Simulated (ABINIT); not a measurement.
Wanted: the native input for an ABINIT 10.8.3 (patched build) run.

| Quantity | Value |
| --- | --- |
| Task | equation of state |
| Functional | AM05 |
| Potentials or basis | JTH PAW PBE v2.0 |
| Cutoff | 463 eV |
| k mesh | 8 × 8 × 8 |
| Occupations | fermi-dirac, width 0.05 eV |
| Spin | no spin polarisation |
| Fine-grid cutoff | 925.187 eV |
| Exchange and correlation inside the PAW spheres | full angular mesh (pawxcdev 0, this build's default; the released program takes 1) |

AgBr:

```
Ag Br
1.0
     0.00000    2.87015    2.87015
     2.87015    0.00000    2.87015
     2.87015    2.87015    0.00000
Ag Br
1 1
Direct
  0.00000 0.00000 0.00000
  0.50000 0.50000 0.50000
```

These files were run (other wordings do the same):

run.abi

```
# Datasets: one volume each
ndtset 7
getwfk -1
scalecart1 3*0.9795861087
scalecart2 3*0.9864848297
scalecart3 3*0.9932883884
scalecart4 3*1.0000000000
scalecart5 3*1.0066227096
scalecart6 3*1.0131594038
scalecart7 3*1.0196128224

# Pseudopotentials
pp_dirpath "./"
pseudos "Ag.GGA_PBE-JTH.xml, Br.GGA_PBE-JTH.xml"

# Structure
acell 7.6704078944 7.6704078944 7.6704078944
rprim
     0.0000000000     0.7071067812     0.7071067812
     0.7071067812     0.0000000000     0.7071067812
     0.7071067812     0.7071067812     0.0000000000
ntypat 2
znucl 47 35
natom 2
typat 1 2
xred
     0.0000000000     0.0000000000     0.0000000000
     0.5000000000     0.5000000000     0.5000000000

# Plane-wave basis
ecut 462.593566 eV
pawecutdg 34.0

# k points
kptopt 1
ngkpt 8 8 8
nshiftk 1
shiftk 0.0 0.0 0.0

# Exchange and correlation
ixc -120135

# Bands and occupations
nband 13
occopt 3
tsmear 0.05 eV

# SCF cycle
nstep 100
tolvrs 1.0e-9

# Output
iomode 3
prtwf 1
prtden 0
prteig 0
prtebands 0
enunit 2
```

Potentials or basis: JTH PAW PBE v2.0.

Run with:

```console
$ abinit run.abi > log 2>&1
```

Results of the run:

| Quantity | Value |
| --- | --- |
| Equilibrium volume | 23.31 Å³/atom |
| Bulk modulus | 46 GPa |
| Pressure derivative of the bulk modulus | 5.9 (rough: it moves with the points fitted) |

Caveat: pressures at fixed basis lie under the slope of the energies; the PAW data sets were made with another functional, which shifts forces and pressure a little.

It took 110 s on 1 thread of Arm Neoverse V1, on a shared host, peak memory 0.15 GiB.
